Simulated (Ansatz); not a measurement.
## Mg under strain

Theory: DFT PBE, scalar-relativistic, plane waves, PAW (Ansatz). Run with 420 eV cutoff, 12×12×12 k-mesh, Gaussian smearing of 0.10 eV, no spin polarisation.

The relaxed crystal:

```
CELL_PARAMETERS angstrom
3.67116 0.00000 0.00000
0.00000 3.67116 0.00000
0.00000 0.00000 3.40983
ATOMIC_POSITIONS crystal
Mg 0.00000 0.00000 0.00000
Mg 0.50000 0.50000 0.50000
```

Deformation: shear that moves c along a by the strain times its height over the a-b plane, the cell held and the atoms relaxed, all within the symmetry that the strain leaves. Energies are extrapolated to zero smearing. Stress is positive in compression, on the Cartesian axes of the cell above. On this cell's mesh the reference holds a stress of up to 0.62 GPa.

```
strain (%)  ΔE (meV/atom) a (Å) b (Å) c (Å)  σxx (GPa)  σyy (GPa)  σzz (GPa)  σyz (GPa)  σxz (GPa)  σxy (GPa)
      +0.0            0.0  3.671  3.671  3.410       0.21       0.21      -0.62       0.00       0.00       0.00
      +1.0            0.2  3.671  3.671  3.410       0.22       0.19      -0.60       0.00      -0.25       0.00
      +2.0            0.7  3.671  3.671  3.411       0.27       0.13      -0.54       0.00      -0.53       0.00
      +3.0            1.7  3.671  3.671  3.411       0.32       0.09      -0.48       0.00      -0.83       0.00
      +4.0              ?  3.671  3.671  3.413          ?          ?          ?          ?          ?          ?
      +6.0              ?  3.671  3.671  3.416          ?          ?          ?          ?          ?          ?
```

(1) Fill in the row at +4.0 %.

(2) Fill in the row at +6.0 %.

Results:

(1) ΔE 3.2 meV/atom; σxx 0.36 GPa; σyy 0.09 GPa; σzz -0.43 GPa; σyz 0.00 GPa; σxz -1.14 GPa; σxy 0.00 GPa.

(2) ΔE 7.4 meV/atom; σxx 0.36 GPa; σyy 0.19 GPa; σzz -0.29 GPa; σyz 0.00 GPa; σxz -1.77 GPa; σxy 0.00 GPa.

This form isn't the element's structure at ambient conditions.